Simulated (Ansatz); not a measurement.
CdS (Hawleyite) under changes of volume

One of the cells (24.808 Å³/atom); the others are scaled copies at fixed shape and fractional positions:

```
Cd S
1.0
     0.00000    2.91650    2.91650
     2.91650    0.00000    2.91650
     2.91650    2.91650    0.00000
Cd S
1 1
Direct
  0.00000 0.00000 0.00000
  0.75000 0.75000 0.75000
```

- Program: Ansatz 0.2.0
- Functional: r2SCAN
- Dispersion: rVV10
- Potentials or basis: Ansatz PAW
- Cutoff: 500 eV (not typed: the program's choice for these potentials)
- k mesh: 8 × 8 × 8
- Occupations: fermi-dirac, width 0.05 eV
- Spin: no spin polarisation

```tsv
volume (Å³/atom)	energy over the lowest point (meV/atom)	pressure (GPa)	gap on the mesh (eV)
23.319	25.83	5.2	1.67
23.815	12.33	3.5	1.63
24.312	3.88	2.0	1.58
24.808	0.00	0.6	1.54
25.304	0.17	-0.7	1.49
25.800	?	?	?
26.296	11.11	-2.8	1.40
```

Task: What does the run at 25.800 Å³/atom give?

Result: Energy over the lowest point 4.01 meV/atom; pressure -1.8 GPa; gap on the mesh 1.45 eV.

Worked out: A Birch-Murnaghan fit of order 3 (a polynomial in V^(-2/3)) to the other rows has its minimum at 25.03 Å³/atom with B0 = V·E''(V) = 63 GPa and B' = 4.5. It gives 4.00 meV/atom at 25.800 Å³/atom, against the run's 4.01, and -dE/dV = -1.8 GPa, against -1.8. A straight line through the other rows of the gap, of slope -2.26 eV per unit of ln V (its deformation potential), gives 1.45 eV, against the run's 1.45.

Energies are extrapolated to zero smearing.

Caveats: the PAW data sets come from PBE, with cores solved anew for the run's functional, which leaves a small shift of forces and pressure.

Spin-orbit coupling on Cd is left out.
